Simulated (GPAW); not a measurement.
MoS2:

```
Mo S
1.0
     3.16900    0.00000    0.00000
    -1.58450    2.74443    0.00000
     0.00000    0.00000   12.32400
Mo S
2 4
Cartesian
  1.5845 0.9148 9.2430
  0.0000 1.8296 3.0810
  1.5845 0.9148 4.6461
  0.0000 1.8296 7.6779
  0.0000 1.8296 10.8081
  1.5845 0.9148 1.5159
```

Base run:

```yaml
Program: GPAW 26.7.0
Functional: GLLB-SC
Potentials_or_basis: the program's PAW data sets (release 1.2.1) made for this functional
Cutoff: 600 eV
Basis: pw
k_mesh: 6 × 6 × 2
Occupations: fermi-dirac, width 0.05 eV
Spin: no spin polarisation
```

Its results: band gap on the k mesh with the derivative discontinuity 1.40 eV.

The run is repeated on the same cell with these changes: functional from GLLB-SC to PBE; potentials or basis from the program's PAW data sets (release 1.2.1) made for this functional to PAW data sets generated in the run's folder for this functional. What comes out?

Band gap on the k mesh 0.88 eV, indirect (least direct gap 1.64 eV).

Caveats: the GLLB-SC gap is the Kohn-Sham gap of the path plus the derivative discontinuity (some runs); a model potential gives levels but no total energy (some runs).

Not every run made on this cell is shown here.
